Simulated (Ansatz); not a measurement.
# Fe: response to strain

Aim: deform Fe (zz strain of -3 %) and compute stress, forces and field gradients with LAPW, PAW and all-electron datasets made for the crystal.

Method: DFT PBE, scalar-relativistic, in Ansatz 0.2.0.

**1. The structure to begin with**

Symmetry: P6_3/mmc, No. 194, hexagonal system. Conventional cell: a = 2.434 Å, b = 2.434 Å, c = 3.842 Å, α = 90.00°, β = 90.00°, γ = 120.00°. Around Fe (site symmetry -6m2) lie 12 Fe at 2.38 to 2.43 Å.

Structure file:

```cif
data_structure
_symmetry_space_group_name_H-M 'P6_3/mmc'
_symmetry_Int_Tables_number 194
_cell_length_a 2.4342
_cell_length_b 2.4342
_cell_length_c 3.8419
_cell_angle_alpha 90.000
_cell_angle_beta 90.000
_cell_angle_gamma 120.000
_cell_volume 19.71
loop_
_atom_site_label
_atom_site_type_symbol
_atom_site_symmetry_multiplicity
_atom_site_Wyckoff_symbol
_atom_site_fract_x
_atom_site_fract_y
_atom_site_fract_z
_atom_site_occupancy
Fe1 Fe 2 c 0.33333 0.66667 0.25000 1
```

The file gives the conventional cell by its symmetry; the runs use the cell typed in the input.

Atoms are numbered in the order of the input: Fe1, Fe2.

**2. The deformed structure**

Space group P6_3/mmc before, P6_3/mmc after.

**3. All-electron LAPW**

input.yaml

```yaml
crystal:
  lattice:
    - [2.4341575853, 0.0, 0.0]
    - [-1.2170787927, 2.1080423057, 0.0]
    - [0.0, 0.0, 3.7266764359]
  atoms:
    - { symbol: Fe, position: [0.3333333333, 0.6666666667, 0.25] }
    - { symbol: Fe, position: [0.6666666667, 0.3333333333, 0.75] }
kpoints:
  mp_grid: { grid: [17, 17, 10] }
  band_path:
    path:
      - [0.0, 0.0, 0.0]
      - [0.5, 0.0, 0.0]
      - [0.3333333333, 0.3333333333, 0.0]
      - [0.0, 0.0, 0.0]
      - [0.0, 0.0, 0.5]
      - [0.5, 0.0, 0.5]
      - [0.3333333333, 0.3333333333, 0.5]
      - [0.0, 0.0, 0.5]
      - [0.5, 0.0, 0.5]
    npoints: 5
scf:
  occupations: { method: fermi_dirac, width: 0.08 }
hamiltonian:
  xc: pbe
  pseudopotentials: { kind: all_electron, lapw: { basis_error: 0.00025 } }
output:
  forces: true
  stress: true
  eigenvalues: true
```

The run is started by

```bash
$ ansatz run input.yaml --threads 1 --pin off --max-ram 3072MiB --backend cpu --events-out ev --progress --plain --runs-dir out
```

**4. PAW with frozen cores**

input.yaml

```yaml
crystal:
  lattice:
    - [2.4341575853, 0.0, 0.0]
    - [-1.2170787927, 2.1080423057, 0.0]
    - [0.0, 0.0, 3.7266764359]
  atoms:
    - { symbol: Fe, position: [0.3333333333, 0.6666666667, 0.25] }
    - { symbol: Fe, position: [0.6666666667, 0.3333333333, 0.75] }
kpoints:
  mp_grid: { grid: [17, 17, 10] }
scf:
  occupations: { method: fermi_dirac, width: 0.08 }
hamiltonian:
  xc: pbe
  pseudopotentials: { kind: paw }
output:
  forces: true
  stress: true
  eigenvalues: true
  efg: { contact_densities: true }
  write_density: true
  write_potential: true
  elf: true
  volumetric_format: npy
```

**5. All-electron PAW on datasets made for the crystal**

input.yaml, as its differences from that of step 4:

```diff
@@ -14,3 +14,3 @@
   xc: pbe
-  pseudopotentials: { kind: paw }
+  pseudopotentials: { kind: all_electron, datasets: crystal }
 output:
@@ -20,5 +20 @@
   efg: { contact_densities: true }
-  write_density: true
-  write_potential: true
-  elf: true
-  volumetric_format: npy
```

(Steps that only read results are left out.)

Before running it: what results should come out? Wanted: pressure; largest shear or deviatoric stress.

As calculated:

| quantity | value |
| --- | --- |
| pressure | LAPW 22.48, PAW 22.63, crystal datasets 22.48 GPa |
| largest shear or deviatoric stress (LAPW) | 12.15 GPa |

What this shows: The largest part of the stress beyond the pressure is 12.15 GPa in size, in the zz component; the atoms are carried along and not relaxed. No run of the undeformed cell stands beside it, so the pressure holds what the given cell had before the change. PAW: stress within 0.21 GPa of LAPW. Crystal datasets: stress within 0.01 GPa of LAPW. Spin polarisation is left out here, though a magnetic state may lie well lower.

Real Fe is ferromagnetic; without spin these runs don't describe its ground state.
